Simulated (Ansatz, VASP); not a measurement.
**Zr: VASP beside Ansatz**

```
Zr
1.0
     4.18298    0.00000    0.00000
    -2.09149    3.62257    0.00000
     0.00000    0.00000    4.74573
Zr
3
Direct
  0.22540 0.00000 0.33333
  0.00000 0.22540 0.66667
  0.77460 0.77460 0.00000
```

Alike in both runs: task single point; functional r2SCAN; k mesh 6 × 6 × 4; occupations gaussian, width 0.1 eV; no spin polarisation.

|  | VASP | Ansatz |
| --- | --- | --- |
| version | VASP 6.6.1 | Ansatz 0.2.0 |
| potentials or method | VASP PAW PBE potentials, release 64 (Zr_sv) | scalar-relativistic, plane waves, PAW |
| plane-wave cutoff (eV) | 520 | 500 |
| valence electrons in the cell | 36 | 36 |

|  | VASP | Ansatz | Ansatz less VASP |
| --- | --- | --- | --- |
| gap on the k mesh at the Fermi level (eV) | none | none | - |
| pressure (GPa) | 9.0 | 8.3 | -0.69 |
| largest component of the traceless stress (GPa) | 0.14 | 0.50 | +0.354 |
| rms of the force components (eV/Å) | 2.384 | 2.282 | -0.1017 |

Atom by atom the forces differ by 0.102 eV/Å (rms over components). A gap of «none» marks a metal or a gap that the smearing closes.

Caveats: the PAW data sets were made with another functional, which shifts forces and pressure a little (VASP).
